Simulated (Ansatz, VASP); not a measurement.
# Two plane-wave programs on Ta

```
Ta
1.0
     0.00000    3.03099    3.03099
     3.03099    0.00000    3.03099
     3.03099    3.03099    0.00000
Ta
2
Direct
  0.12500 0.12500 0.12500
  0.87500 0.87500 0.87500
```

Alike in both runs: task single point; functional revPBE; k mesh 10 × 10 × 10; occupations fermi-dirac, width 0.1 eV; no spin polarisation.

|  | VASP | Ansatz |
| --- | --- | --- |
| version | VASP 6.6.1 | Ansatz 0.2.0 |
| potentials or method | VASP PAW PBE potentials, release 64 (Ta_pv) | plane waves (420 eV) with PAW, scalar-relativistic |
| plane-wave cutoff (eV) | 520 | 420 |
| valence electrons in the cell | 22 | 26 |

|  | VASP | Ansatz | Ansatz less VASP |
| --- | --- | --- | --- |
| pressure (GPa) | 3.0 | 2.9 | -0.05 |

The functional is the same, so the differences come from potentials, cutoffs and numerics. The two sets of potentials don't hold the same shells in valence.

Caveats: the PAW data sets were made with another functional, which shifts forces and pressure a little (VASP). The runs have no spin-orbit coupling, so splittings on Ta are missing.
